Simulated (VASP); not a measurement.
Input of a VASP 6.6.1 run:

Contents of INCAR:

```
PREC = Accurate
ENCUT = 300
EDIFF = 1E-7
ISMEAR = 1
SIGMA = 0.1
LREAL = False
LASPH = True
NELM = 80
ALGO = Normal
ISIF = 4
LWAVE = False
LCHARG = False
GGA = PE
IBRION = 2
NSW = 40
EDIFFG = -0.01
```

KPOINTS

```
regular mesh
0
Gamma
  8 8 4
```

POSCAR

```
Zr                                      
1.0
    3.2119455658      0.0000000000      0.0000000000
   -1.6059727829      2.7816264555      0.0000000000
    0.0000000000      0.0000000000      5.1165613624
  Zr            
     2
Direct
     0.3333333332999970    0.6666666667000030    0.2500000000000000
     0.6666666667000030    0.3333333332999970    0.7500000000000000
```

Potentials or basis: VASP PAW PBE potentials, release 64 (Zr_sv).

Run with:

```sh
$ cat potpaw_PBE.64/Zr_sv/POTCAR > POTCAR
$ mpirun -np 1 vasp_std > vasp.out
```

Q: Estimate the energy gained by relaxing.

A: 0.0 meV/atom.

Q: What does it give for the band gap on the k mesh?

A: None (metal or under the smearing width).

Final structure:
```
Zr
1.0
     3.21082    0.00000    0.00000
    -1.60541    2.78065    0.00000
     0.00000    0.00000    5.12014
Zr
2
Direct
  0.33333 0.66667 0.25000
  0.66667 0.33333 0.75000
```
